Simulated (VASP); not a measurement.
# Sn3Ge13 (Cm) in VASP: a series of runs

One crystal, Sn3Ge13, is run at these levels: PBEsol; tasks: relaxation of cell and atoms.

Everything below comes from runs of VASP 6.6.1. Logs are shortened: lines on timing, memory, paths and dates and some standing lists are left out, and cuts for length are marked.

## Step 1: The structure

The structure is monoclinic, space group Cm (No. 8). Conventional cell: a = 14.230 Å, b = 8.216 Å, c = 8.216 Å, α = 90.00°, β = 125.26°, γ = 90.00°. Around Sn (site symmetry m) lie 4 Ge at 2.52 Å. Around Sn (site symmetry m) lie 1 Sn at 2.52 Å and 3 Ge at 2.52 Å. Around Sn (site symmetry m) lie 1 Sn at 2.52 Å and 3 Ge at 2.52 Å. Ge (site symmetry 1) has 1 Sn at 2.52 Å and 3 Ge at 2.52 Å as nearest neighbours. Around Ge (site symmetry 1) lie 4 Ge at 2.52 Å. Around Ge (site symmetry m) lie 4 Ge at 2.52 Å. Ge (site symmetry m) has 1 Sn at 2.52 Å and 3 Ge at 2.52 Å as nearest neighbours. Ge (site symmetry 1) is surrounded by 2 Sn at 2.52 Å and 2 Ge at 2.52 Å.

The cell was built by a generator and needn't be a form met in nature.

## Step 2: Relaxation of cell and atoms, PBEsol

INCAR reads:

```
  PREC = Accurate
  ENCUT = 600
  EDIFF = 1E-6
  ISMEAR = 0
  SIGMA = 0.03
  LREAL = False
  LASPH = True
  NELM = 80
  ALGO = Normal
  ISIF = 3
  LWAVE = False
  LCHARG = False
  GGA = PS
  IBRION = 2
  NSW = 90
  EDIFFG = -0.01
  KPAR = 8
```

KPOINTS reads:

```
regular mesh
0
Gamma
  6 6 6
```

POSCAR reads:

```
Sn3Ge13
1.0
    0.0000000000      5.8094823000     -5.8094823000
    5.8094823000      5.8094823000      0.0000000000
    5.8094823000      0.0000000000     -5.8094823000
Sn Ge
3 13
Direct
    0.5000000000      0.0000000000      0.5000000000
    0.5000000000      0.5000000000      0.5000000000
    0.8750000000      0.3750000000      0.3750000000
    0.0000000000      0.0000000000      0.5000000000
    0.0000000000      0.5000000000      0.5000000000
    0.5000000000      0.0000000000      0.0000000000
    0.5000000000      0.5000000000      0.0000000000
    0.0000000000      0.0000000000      0.0000000000
    0.0000000000      0.5000000000      0.0000000000
    0.3750000000      0.3750000000      0.3750000000
    0.3750000000      0.8750000000      0.3750000000
    0.8750000000      0.8750000000      0.3750000000
    0.3750000000      0.3750000000      0.8750000000
    0.3750000000      0.8750000000      0.8750000000
    0.8750000000      0.3750000000      0.8750000000
    0.8750000000      0.8750000000      0.8750000000
```

Potentials or basis: VASP PAW PBE potentials, release 64 (Sn_d, Ge_d).

Launch:

```bash
> cat potpaw_PBE.64/Sn_d/POTCAR potpaw_PBE.64/Ge_d/POTCAR > POTCAR
> mpirun -np 8 vasp_std > vasp.out
```

OUTCAR:

```text
PREC = Accurate
   ENCUT = 600
   EDIFF = 1E-6
   ISMEAR = 0
   LREAL = False
   LASPH = True
   NELM = 80
   ISIF = 3
   GGA = PS
   IBRION = 2
   NSW = 90
   EDIFFG = -0.01

 ion  position               nearest neighbor table
   1  0.500  0.000  0.500-  11 2.52  10 2.52  12 2.52  14 2.52
   2  0.500  0.500  0.500-  10 2.52   3 2.52  11 2.52  13 2.52
   3  0.875  0.375  0.375-   5 2.52   4 2.52   2 2.52   9 2.52
   4  0.000  0.000  0.500-  12 2.52  11 2.52   3 2.52  16 2.52
   5  0.000  0.500  0.500-   3 2.52  10 2.52  12 2.52  15 2.52
   6  0.500  0.000  0.000-  14 2.52  13 2.52  11 2.52  16 2.52
[... 8 lines left out ...]
  15  0.875  0.375  0.875-   9 2.52   7 2.52   8 2.52   5 2.52
  16  0.875  0.875  0.875-   8 2.52   6 2.52   4 2.52   9 2.52

  LATTYP: Found a face centered cubic cell.
 ALAT       =    11.6189646000

  Lattice vectors:

 A1 = (   0.0000000000,   5.8094823000,  -5.8094823000)
 A2 = (   5.8094823000,   5.8094823000,   0.0000000000)
 A3 = (   5.8094823000,   0.0000000000,  -5.8094823000)

Analysis of symmetry for initial positions (statically):
=====================================================================
 Subroutine PRICEL returns:
 Original cell was already a primitive cell.

 Routine SETGRP: Setting up the symmetry group for a
 face centered cubic supercell.

 Subroutine GETGRP returns: Found  2 space group operations
 (whereof  2 operations were pure point group operations)
 out of a pool of 48 trial point group operations.

The static configuration has the point symmetry C_1h.

Analysis of symmetry for dynamics (positions and initial velocities):
=====================================================================
 Subroutine PRICEL returns:
 Original cell was already a primitive cell.

 Routine SETGRP: Setting up the symmetry group for a
 face centered cubic supercell.

 Subroutine GETGRP returns: Found  2 space group operations
 (whereof  2 operations were pure point group operations)
 out of a pool of 48 trial point group operations.

The dynamic configuration has the point symmetry C_1h.

 Subroutine INISYM returns: Found  2 space group operations
 (whereof  2 operations are pure point group operations),
 and found     1 'primitive' translations

----------------------------------------------------------------------------------------
[... 143 lines left out ...]
  Fermi-wavevector in a.u.,A,eV,Ry     =   1.358345  2.566900 25.104123  1.845101
  Thomas-Fermi vector in A             =   2.485186
   LORBIT       =      0    0 simple, 1 ext, 2 COOP (PROOUT), +10 PAW based schemes
   GGA     = PS    functional components
   LHFCALC =     F    Hartree Fock is set to
   AEXX    =    0.0000 exact exchange contribution
   IVDW    =     0    specifies the selected vdW correction
   LEPSILON=     F    determine dielectric tensor
   LRPA    =     F    only Hartree local field effects (RPA)
 conjugate gradient relaxation of ions
 non-spin polarized calculation
 Gauss-broadening in eV      SIGMA  =   0.03
  energy-cutoff  :      600.00
  volume of cell :      392.14
 maximum number of plane-waves:     13113
 NGX is ok and might be reduce to    70
   NGX = 33   NGY = 33   NGZ = 33

--------------------------------------- Ionic step        1  -------------------------------------------

 number of electron     223.9999984 magnetization

 Free energy of the ion-electron system (eV)
  ---------------------------------------------------
  ext. energy  EPLUGINS =         0.00000000
  ---------------------------------------------------
  free energy    TOTEN  =       -75.42890942 eV

  energy without entropy =      -75.42887154  energy(sigma->0) =      -75.42889048

------------------------ aborting loop because EDIFF is reached ----------------------------------------

  FORCE on cell =-STRESS in cart. coord.  units (eV):
  Direction    XX          YY          ZZ          XY          YZ          ZX
  --------------------------------------------------------------------------------------
  -------------------------------------------------------------------------------------
  Total        5.0807278      5.0807278      4.9498595     -0.4816122     -0.5281943      0.5281944
  in kB       20.7584163     20.7584163     20.2237255     -1.9677310     -2.1580524      2.1580530
  external PRESSURE =      20.5801860 kB  Pullay stress =       0.0000000 kB
[... 131 lines left out ...]
  FREE ENERGIE OF THE ION-ELECTRON SYSTEM (eV)
  ---------------------------------------------------
  free  energy   TOTEN  =       -76.0106865203 eV

  energy  without entropy=      -76.0092995034  energy(sigma->0) =      -76.00999301

[... ionic steps 4 to 8 ...]

--------------------------------------- Ionic step        9  -------------------------------------------

 number of electron     223.9999992 magnetization

------------------------ aborting loop because EDIFF is reached ----------------------------------------
[... 95 lines left out ...]
--------------------------------------- Ionic step       11  -------------------------------------------

 number of electron     223.9999992 magnetization

 Free energy of the ion-electron system (eV)
  ---------------------------------------------------
  ext. energy  EPLUGINS =         0.00000000
  ---------------------------------------------------
  free energy    TOTEN  =       -76.10641128 eV

  energy without entropy =      -76.10513356  energy(sigma->0) =      -76.10577242

 E-fermi :   4.8932     XC(G=0):  -9.8316

 val. band max:        4.8912042056   @ k =   0.0000  -0.1667   0.1667
 cond. band min:       4.8958594234   @ k =   0.1667   0.0000  -0.1667
 fundamental gap:      0.0046552178
 Fermi energy:         4.8932255164

 k-point     1 :       0.0000    0.0000    0.0000
  band No.  band energies     occupation
      1     -19.9555      2.00000
      2     -19.9425      2.00000
      3     -19.9353      2.00000
      4     -19.9308      2.00000
      5     -19.9200      2.00000
      6     -19.9196      2.00000
[... 3037 lines left out ...]
    123       8.3276      0.00000
    124       8.3540      0.00000

 [... further k-points ...]

 [bands above 124 left out]

------------------------ aborting loop because EDIFF is reached ----------------------------------------

  FORCE on cell =-STRESS in cart. coord.  units (eV):
  Direction    XX          YY          ZZ          XY          YZ          ZX
  --------------------------------------------------------------------------------------
  -------------------------------------------------------------------------------------
  Total        0.0188695      0.0188695      0.0452866     -0.0279218      0.0068959     -0.0068958
  in kB        0.0754873      0.0754873      0.1811685     -0.1117009      0.0275872     -0.0275867
  external PRESSURE =       0.1107144 kB  Pullay stress =       0.0000000 kB
[... 31 lines left out ...]
  FREE ENERGIE OF THE ION-ELECTRON SYSTEM (eV)
  ---------------------------------------------------
  free  energy   TOTEN  =       -76.1064112787 eV

  energy  without entropy=      -76.1051335568  energy(sigma->0) =      -76.10577242

 reached required accuracy - stopping structural energy minimisation
```

CONTCAR:

```text
Sn3Ge13
   1.00000000000000
     0.0028600894008976    5.8441256667664820   -5.8536521726631863
     5.8469857561673804    5.8469857561673804   -0.0000000000000001
     5.8504269363484731   -0.0034411801810933   -5.8599420527695578
  Sn              Ge
     3    13
Direct
     0.4999476242794695    0.9994968078005074    0.5010587601195154
     0.4868311480782671    0.5040157505129454    0.5051373508958423
     0.8888330157502843    0.3706750776936225    0.3698168288624703
     0.0039325437740602    0.9867055386236424    0.5046018594865558
     0.0039325437740602    0.5047600581157416    0.5046018594865558
     0.4989683774897576    0.9999542622676644    0.0001045173303571
[... 8 lines left out ...]
     0.8759809241519456    0.3748949855149652    0.8751145607090954
     0.8759809241519456    0.8740095296239940    0.8751145607090954

  0.00000000E+00  0.00000000E+00  0.00000000E+00
  0.00000000E+00  0.00000000E+00  0.00000000E+00
  0.00000000E+00  0.00000000E+00  0.00000000E+00
  0.00000000E+00  0.00000000E+00  0.00000000E+00
  0.00000000E+00  0.00000000E+00  0.00000000E+00
  0.00000000E+00  0.00000000E+00  0.00000000E+00
[... 8 lines left out ...]
  0.00000000E+00  0.00000000E+00  0.00000000E+00
  0.00000000E+00  0.00000000E+00  0.00000000E+00
```

It took 80 min on 8 MPI ranks of Intel Xeon 6975P-C (Granite Rapids), shared host; peak memory 2.8 GiB.

What came out:

| Quantity | Value |
| --- | --- |
| Free energy | -76.1064 eV |
| Relaxed volume | 25.03 Å³/atom |
| Relaxed cell | a = 8.272 Å, b = 8.269 Å, c = 8.280 Å, α = 60.05°, β = 59.95°, γ = 60.01° |
| Space group after relaxing (to 0.05 Å) | Cm (No. 8) |
| Energy gained by relaxing | 42.3 meV/atom |
| Ionic steps | 11 |
| Pressure after relaxing | 0.0 GPa |
| Largest force after relaxing | 0.005 eV/Å |
| Band gap on the k mesh | none (metal or under the smearing width) |

Forces on the atoms (eV/Å):
```
Sn   0.000  0.000  0.003
Sn   0.002 -0.002  0.001
Sn   0.001 -0.001  0.002
Ge  -0.001  0.001 -0.005
Ge  -0.001  0.001 -0.005
Ge   0.000  0.002 -0.003
Ge  -0.002  0.000 -0.003
Ge   0.000  0.000 -0.001
Ge  -0.001  0.001 -0.005
Ge   0.001  0.000  0.005
Ge   0.000 -0.001  0.005
Ge   0.001 -0.001  0.002
Ge   0.000  0.000  0.004
Ge  -0.002  0.002  0.002
Ge   0.001  0.000 -0.001
Ge   0.000 -0.001 -0.001
```

The path:
| step | energy change (eV) | largest force (eV/Å) | pressure (GPa) | volume (Å³) |
| --- | --- | --- | --- | --- |
| 1 | 0.0000 | 1.8750 | 2.06 | 392.14 |
| 2 | -0.5817 | 0.4981 | -1.27 | 410.28 |
| 3 | -0.5818 | 0.4883 | -1.25 | 410.48 |
| 4 | -0.6724 | 0.1300 | -0.05 | 401.10 |
| 5 | -0.6726 | 0.1368 | -0.03 | 400.74 |
| 6 | -0.6764 | 0.0541 | 0.09 | 400.10 |
| 7 | -0.6764 | 0.0540 | 0.03 | 400.12 |
| 8 | -0.6773 | 0.0203 | 0.04 | 400.35 |
| 9 | -0.6774 | 0.0269 | 0.01 | 400.41 |
| 10 | -0.6774 | 0.0287 | 0.00 | 400.42 |
| 11 | -0.6775 | 0.0051 | 0.01 | 400.50 |

Final structure:
```cif
data_structure
_symmetry_space_group_name_H-M 'P 1'
_symmetry_Int_Tables_number 1
_cell_length_a 8.2716
_cell_length_b 8.2689
_cell_length_c 8.2805
_cell_angle_alpha 60.046
_cell_angle_beta 59.949
_cell_angle_gamma 60.011
_cell_volume 400.50
loop_
_atom_site_label
_atom_site_type_symbol
_atom_site_fract_x
_atom_site_fract_y
_atom_site_fract_z
_atom_site_occupancy
Sn1 Sn 0.49995 0.99950 0.50106 1
Sn2 Sn 0.48683 0.50402 0.50514 1
Sn3 Sn 0.88883 0.37067 0.36982 1
Ge1 Ge 0.00393 0.98671 0.50460 1
Ge2 Ge 0.00393 0.50476 0.50460 1
Ge3 Ge 0.49897 0.99995 0.00010 1
Ge4 Ge 0.49897 0.50097 0.00010 1
Ge5 Ge 0.00112 0.99934 0.00021 1
Ge6 Ge 0.00428 0.50440 0.98692 1
Ge7 Ge 0.36612 0.38402 0.36513 1
Ge8 Ge 0.36612 0.88473 0.36513 1
Ge9 Ge 0.88866 0.87064 0.37006 1
Ge10 Ge 0.37015 0.37065 0.88855 1
Ge11 Ge 0.37018 0.87074 0.88834 1
Ge12 Ge 0.87598 0.37489 0.87511 1
Ge13 Ge 0.87598 0.87401 0.87511 1
```

Caveat: the PAW data sets were made with another functional, which shifts forces and pressure a little.

## Step 3: Relaxation of cell and atoms, PBEsol

This run uses another cell than the first one, of 25.03 Å³/atom, 1.021 times its volume.

INCAR: that of step 2 with these lines changed.

```diff
@@ -2,3 +2,3 @@
   ENCUT = 600
-  EDIFF = 1E-6
+  EDIFF = 1E-7
   ISMEAR = 0
@@ -15,3 +15,3 @@
   NSW = 90
-  EDIFFG = -0.01
+  EDIFFG = -0.005
   KPAR = 8
```

KPOINTS is that of step 2.

POSCAR reads:

```
Sn3Ge13                                 
1.0
    0.0028600894      5.8441256668     -5.8536521727
    5.8469857562      5.8469857562     -0.0000000000
    5.8504269363     -0.0034411802     -5.8599420528
  Sn              Ge            
     3    13
Direct
     0.4999476242794695    0.9994968078005074    0.5010587601195154
     0.4868311480782671    0.5040157505129454    0.5051373508958423
     0.8888330157502843    0.3706750776936225    0.3698168288624703
     0.0039325437740602    0.9867055386236424    0.5046018594865558
     0.0039325437740602    0.5047600581157416    0.5046018594865558
     0.4989683774897576    0.9999542622676644    0.0001045173303571
     0.4989683774897576    0.5009728429122208    0.0001045173303571
     0.0011225135407961    0.9993351415474615    0.0002072033642810
     0.0042750549469231    0.5044022070909903    0.9869205308710961
     0.3661197729713029    0.3840214902357800    0.3651303241260689
     0.3661197729713029    0.8847284126668482    0.3651303241260689
     0.8886640350779718    0.8706360639346375    0.3700638370527531
     0.3701483433295362    0.3706516467517335    0.8885483631669969
     0.3701750282226193    0.8707401847072452    0.8883446023628903
     0.8759809241519456    0.3748949855149652    0.8751145607090954
     0.8759809241519456    0.8740095296239940    0.8751145607090954
```

Potentials or basis: VASP PAW PBE potentials, release 64 (Sn_d, Ge_d).

Launch:

```bash
> cat potpaw_PBE.64/Sn_d/POTCAR potpaw_PBE.64/Ge_d/POTCAR > POTCAR
> mpirun -np 8 vasp_std > vasp.out
```

OUTCAR:

```text
PREC = Accurate
   ENCUT = 600
   EDIFF = 1E-7
   ISMEAR = 0
   LREAL = False
   LASPH = True
   NELM = 80
   ISIF = 3
   GGA = PS
   IBRION = 2
   NSW = 90
   EDIFFG = -0.005

 ion  position               nearest neighbor table
   1  0.500  0.999  0.501-  11 2.60  10 2.60  14 2.62  12 2.62
   2  0.487  0.504  0.505-  10 2.57  11 2.57  13 2.59   3 2.71
   3  0.889  0.371  0.370-   9 2.59   5 2.60   4 2.60   2 2.71
   4  0.004  0.987  0.505-  11 2.45  12 2.47  16 2.51   3 2.60
   5  0.004  0.505  0.505-  10 2.45  12 2.47  15 2.51   3 2.60
[... 3356 lines left out ...]
  in kB       -0.0495125     -0.0495125     -0.0065038     -0.0612632     -0.0116963      0.0116968
  external PRESSURE =      -0.0351763 kB  Pullay stress =       0.0000000 kB

 VOLUME and BASIS-vectors are now :
 -----------------------------------------------------------------------------
  energy-cutoff  :      600.00
  volume of cell :      400.62
      direct lattice vectors                 reciprocal lattice vectors
     0.002638406  5.844495262 -5.854306242    -0.085541112  0.085541112 -0.085455227
     5.847133669  5.847133669  0.000000000     0.085559720  0.085464248  0.085359582
     5.851048370 -0.003914701 -5.860847494     0.085445640 -0.085445640 -0.085263937

 POSITION                                       TOTAL-FORCE (eV/Angst)
 -----------------------------------------------------------------------------------
      8.77725      8.76415     -5.86334         0.000188     -0.000188      0.001851
      5.90401      5.79026     -5.81055         0.000589     -0.000589     -0.000056
      4.33358      7.36069     -7.37083         0.001460     -0.001460      0.001576
      8.72187      5.79042     -2.98069         0.000922     -0.000697     -0.002874
      5.90385      2.97240     -2.98069         0.000697     -0.000922     -0.002874
      5.84871      8.76322     -2.92188        -0.000766      0.001255     -0.001290
[... 8 lines left out ...]
      7.31477      7.30824    -10.25724         0.000424      0.000190     -0.001579
     10.23316     10.22663    -10.25724        -0.000190     -0.000424     -0.001579
 -----------------------------------------------------------------------------------
    total drift:                               -0.000528      0.000539     -0.001022

  FREE ENERGIE OF THE ION-ELECTRON SYSTEM (eV)
  ---------------------------------------------------
  free  energy   TOTEN  =       -76.1073706107 eV

  energy  without entropy=      -76.1061041361  energy(sigma->0) =      -76.10673737

 reached required accuracy - stopping structural energy minimisation
```

CONTCAR:

```text
Sn3Ge13
   1.00000000000000
     0.0026384064568237    5.8444952624547737   -5.8543062416565981
     5.8471336689115896    5.8471336689116065    0.0000000000000088
     5.8510483701440688   -0.0039147013324896   -5.8608474944905353
  Sn              Ge
     3    13
Direct
     0.4999329636202001    0.9995085392922000    0.5010499577953930
     0.4868112964724239    0.5040190662021776    0.5051505711232280
     0.8888190462954282    0.3706841132567668    0.3698127271910312
     0.0039561372466129    0.9866842060168372    0.5046242621766798
     0.0039561372466129    0.5047353945598773    0.5046242621766798
     0.4990000650457856    0.9999456079239372    0.0000983095911319
[... 8 lines left out ...]
     0.8759759005684260    0.3748888006349727    0.8751317619041920
     0.8759759005684260    0.8740035368924093    0.8751317619041920

  0.00000000E+00  0.00000000E+00  0.00000000E+00
  0.00000000E+00  0.00000000E+00  0.00000000E+00
  0.00000000E+00  0.00000000E+00  0.00000000E+00
  0.00000000E+00  0.00000000E+00  0.00000000E+00
  0.00000000E+00  0.00000000E+00  0.00000000E+00
  0.00000000E+00  0.00000000E+00  0.00000000E+00
[... 8 lines left out ...]
  0.00000000E+00  0.00000000E+00  0.00000000E+00
  0.00000000E+00  0.00000000E+00  0.00000000E+00
```

Run time: 25 min. Hardware: 8 MPI ranks of Intel Xeon 6975P-C (Granite Rapids), shared host; peak memory 2.9 GiB.

What came out:

```yaml
Free_energy: -76.1074 eV
Relaxed_volume: 25.04 Å³/atom
Relaxed_cell: a = 8.272 Å, b = 8.269 Å, c = 8.282 Å, α = 60.05°, β = 59.95°, γ = 60.01°
Space_group_after_relaxing_to_0.05_Å: Cm (No. 8)
Energy_gained_by_relaxing: 0.0 meV/atom
Ionic_steps: 2
Pressure_after_relaxing: 0.0 GPa
Largest_force_after_relaxing: 0.005 eV/Å
Band_gap_on_the_k_mesh: none (metal or under the smearing width)
```

Forces on the atoms (eV/Å):
```
Sn   0.000  0.000  0.002
Sn   0.001 -0.001  0.000
Sn   0.001 -0.001  0.002
Ge   0.001 -0.001 -0.003
Ge   0.001 -0.001 -0.003
Ge  -0.001  0.001 -0.001
Ge  -0.001  0.001 -0.001
Ge   0.000  0.000 -0.002
Ge   0.001 -0.001 -0.005
Ge   0.000  0.001  0.004
Ge  -0.001  0.000  0.004
Ge   0.001 -0.001  0.002
Ge  -0.001  0.001  0.003
Ge  -0.002  0.002  0.002
Ge   0.000  0.000 -0.002
Ge   0.000  0.000 -0.002
```

Final structure:
```
Sn Ge
1.0
     0.00264    5.84450   -5.85431
     5.84713    5.84713    0.00000
     5.85105   -0.00391   -5.86085
Sn Ge
3 13
Direct
  0.49993 0.99951 0.50105
  0.48681 0.50402 0.50515
  0.88882 0.37068 0.36981
  0.00396 0.98668 0.50462
  0.00396 0.50474 0.50462
  0.49900 0.99995 0.00010
  0.49900 0.50096 0.00010
  0.00113 0.99933 0.00021
  0.00431 0.50438 0.98694
  0.36610 0.38404 0.36511
  0.36610 0.88475 0.36511
  0.88865 0.87065 0.37005
  0.37012 0.37067 0.88853
  0.37018 0.87075 0.88832
  0.87598 0.37489 0.87513
  0.87598 0.87400 0.87513
```

Levels at points of the mesh, in eV from the Fermi level:
| k point | band 110 | band 111 | band 112 | band 113 | band 114 | band 115 |
| --- | --- | --- | --- | --- | --- | --- |
| (0.00, 0.00, 0.00) | -0.82 | -0.29 | -0.17 | 0.08 | 0.17 | 0.17 |
| (0.50, 0.00, 0.00) | -0.89 | -0.65 | -0.53 | 0.21 | 0.54 | 1.13 |
| (0.00, 0.50, 0.00) | -0.83 | -0.64 | -0.54 | 0.22 | 0.43 | 1.19 |
| (0.50, 0.50, 0.00) | -1.39 | -1.22 | -1.09 | 0.89 | 0.95 | 1.58 |
| (0.00, 0.00, 0.50) | -1.03 | -0.47 | -0.46 | -0.02 | 0.86 | 1.06 |
| (0.50, 0.00, 0.50) | -1.42 | -1.07 | -1.02 | 0.86 | 0.97 | 1.40 |

Caveat: the PAW data sets were made with another functional, which shifts forces and pressure a little.
